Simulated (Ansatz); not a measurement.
Computed with Ansatz, DFT PBE, scalar-relativistic, plane waves, PAW. All cells share a 420 eV cutoff and Γ-centred k meshes spaced at most about 0.3 Å⁻¹ (about 0.25 or finer for metals, 2π included). No spin polarisation in the final relaxations.

These are static total energies at zero pressure.

Two forms of In₂GaP₃ were relaxed alike.

A.

```yaml
crystal:
  lattice:
    - [-1.92234, 1.92234, 8.11862]
    - [1.92234, -1.92234, 8.11862]
    - [1.92234, 1.92234, -8.11862]
  atoms:
    - { symbol: In, position: [0.66659, 0.66659, 0.00000] }
    - { symbol: In, position: [0.33341, 0.33341, 0.00000] }
    - { symbol: Ga, position: [0.00000, 0.00000, 0.00000] }
    - { symbol: P, position: [0.16101, 0.16101, 0.00000] }
    - { symbol: P, position: [0.83899, 0.83899, 0.00000] }
    - { symbol: P, position: [0.50000, 0.50000, 0.00000] }
```

B.

```yaml
crystal:
  lattice:
    - [-2.04873, 2.04873, 8.75920]
    - [2.04873, -2.04873, 8.75920]
    - [2.04873, 2.04873, -8.75920]
  atoms:
    - { symbol: In, position: [0.83741, 0.83741, 0.00000] }
    - { symbol: In, position: [0.16259, 0.16259, 0.00000] }
    - { symbol: Ga, position: [0.50000, 0.50000, 0.00000] }
    - { symbol: P, position: [0.42544, 0.92544, 0.50000] }
    - { symbol: P, position: [0.07456, 0.57456, 0.50000] }
    - { symbol: P, position: [0.75000, 0.25000, 0.50000] }
```

Question: Which is lower in energy, and by how much?

Answer: B is lower, by 0.31 eV/atom. A has In and Ga ordered on rock salt sites, space group I4/mmm (No. 139), 20.0 Å³/atom and no gap on its mesh; B has In and Ga ordered on zinc blende sites, space group I-4m2 (No. 119), 24.5 Å³/atom and a gap of 0.62 eV. Counting P atoms around Ga and In (those within 1.25 times the shortest such distance or 1.15 times the sum of covalent radii), A has In 6, Ga 6 and B has In 4, Ga 4. The lower one is the more open, so pressure narrows the difference. Both come from invented guesses.

Kohn–Sham gaps at this level usually fall short of measured ones. Cells relaxed within their symmetry can be saddle points.
